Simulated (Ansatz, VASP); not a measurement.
**SrO: VASP beside Ansatz**

The input INCAR:

```
PREC = Accurate
ENCUT = 520
EDIFF = 1E-6
ISMEAR = 0
SIGMA = 0.05
LREAL = False
LASPH = True
NELM = 100
ALGO = Normal
ISIF = 2
LWAVE = False
LCHARG = True
GGA = PE
LELF = True
LVHAR = True
NBANDS = 24
```

KPOINTS

```
regular mesh
0
Gamma
  9 9 4
```

File POSCAR:

```
SrO
1.0
    3.6663715749      0.0000000000      0.0000000000
   -1.8331857875      3.1751709235      0.0000000000
    0.0000000000      0.0000000000      6.3986871764
Sr O
2 2
Direct
    0.3333333333      0.6666666667      0.2534631737
    0.6666666667      0.3333333333      0.7534631737
    0.0000000000      0.0000000000     -0.0189663906
    0.0000000000      0.0000000000      0.4810336094
```

Input for Ansatz:

```yaml
crystal:
  lattice:
    - [3.6663715749, 0.0, 0.0]
    - [-1.8331857875, 3.1751709235, 0.0]
    - [0.0, 0.0, 6.3986871764]
  atoms:
    - { symbol: Sr, position: [0.3333333333, 0.6666666667, 0.2534631737] }
    - { symbol: Sr, position: [0.6666666667, 0.3333333333, 0.7534631737] }
    - { symbol: O, position: [0.0, 0.0, -0.0189663906] }
    - { symbol: O, position: [0.0, 0.0, 0.4810336094] }
basis:
  ecutwfc: 520.0
kpoints:
  mp_grid: { grid: [9, 9, 4] }
hamiltonian:
  xc: pbe
scf:
  occupations: { method: gaussian, width: 0.05 }
output:
  forces: true
  stress: true
  eigenvalues: true
```

Change from the starting cell: mode 8 frozen in at -0.118 Å, equal normal strain along x, y and z +0.0250.

Alike in both runs: task single point; functional PBE; k mesh 9 × 9 × 4; occupations gaussian, width 0.05 eV; no spin polarisation.

|  | VASP | Ansatz |
| --- | --- | --- |
| version | VASP 6.6.1 | Ansatz 0.2.0 |
| potentials or method | VASP PAW PBE potentials, release 64 (Sr_sv, O) | scalar-relativistic, plane waves, PAW |
| plane-wave cutoff (eV) | 520 | 520 |
| valence electrons in the cell | 32 | 32 |

VASP gave:

| Property | Result |
| --- | --- |
| gap on the k mesh at the Fermi level (eV) | 2.64 |
| least direct gap on the mesh (eV) | 2.64 |
| pressure (GPa) | -4.3 |
| largest component of the traceless stress (GPa) | 0.43 |
| rms of the force components (eV/Å) | 0.099 |

Estimate Ansatz's values.

gap on the k mesh at the Fermi level (eV): 2.64; least direct gap on the mesh (eV): 2.64; pressure (GPa): -4.7; largest component of the traceless stress (GPa): 0.41; rms of the force components (eV/Å): 0.091.

Atom by atom the forces differ by 0.009 eV/Å (rms over components).
